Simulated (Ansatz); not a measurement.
Computed results, one entry a study.

```
! title: Quasiparticle gap of MoTe2/MoTe2 (multilayer of trigonal-prismatic sheets)
! method: G0W0 on HSE06, plane waves, PAW (and 1 further level or step)
! program: Ansatz 0.2.0
! settings of one run: cutoff 420 eV, 9×9×1 k-mesh, default PAW, empty bands 277, screening cutoff 42 eV, screening contour deformation, QP bands (v2, c2)
! cost: 2 runs, 7.9 min in all on 1 × NVIDIA H100 80GB HBM3 (shared by 6 runs) with 3 threads of AMD EPYC 7R13 (Zen 3), shared host (the runs of this entry)
! notes: In doubt: masses and optical values from hybrid runs of this build are listed as unsure (in some of the runs), which bears on the screening that GW takes from such a start. Values taken over the cell’s volume include its vacuum. The structure was relaxed with PBEsol-D3(BJ). Limits: coarse mesh for a sheet; no spin-orbit coupling. Bands and cutoff are finite, so the gap is not at the basis limit. The miss can reach some tenths of an eV and take either sign; the mesh is an error of its own. The mesh in the plane is coarse for a sheet; gap and any exciton binding can still move on denser ones.
! HSE06 gap: 1.05 eV, indirect
! G0W0 gap on the mesh: 1.26 eV, from k = Γ to k = (0.222, 0.222, 0.000)
! G0W0 gap over the zone (rigid shift): 1.16 eV
! GW settings: 9×9×1 mesh, 277 empty bands, screening to 42 eV
! known limits: not at the basis limit; coarse mesh for a sheet; no spin-orbit coupling
CELL_PARAMETERS angstrom
3.43877 0.00000 0.00000
-1.71938 2.97806 0.00000
0.00000 0.00000 43.80000
ATOMIC_POSITIONS crystal
Mo 0.33333 0.66667 0.42383
Te 0.66667 0.33333 0.46536
Te 0.66667 0.33333 0.38240
Mo 0.66667 0.33333 0.57617
Te 0.33333 0.66667 0.61760
Te 0.33333 0.66667 0.53464
```

[Paths, hosts, dates, memory and timing lines, banners, echoed tables and standing remarks are left out of the program output.]

[Logs are printed without paths, hosts, clocks, repeated set-up lines and the standing remarks that a program may print on its own settings, such as how far it seeks lower states.]

[Runs of the session that timed out or met a known fault of the program may be left out.]

[Cells called generated may have been cut or substituted from an entry of the Crystallography Open Database or the Materials Project.]

[Hosts, paths, dates, database ids (printed as entryN), source tags and the programs' standing remarks are cut or masked in the printed files.]
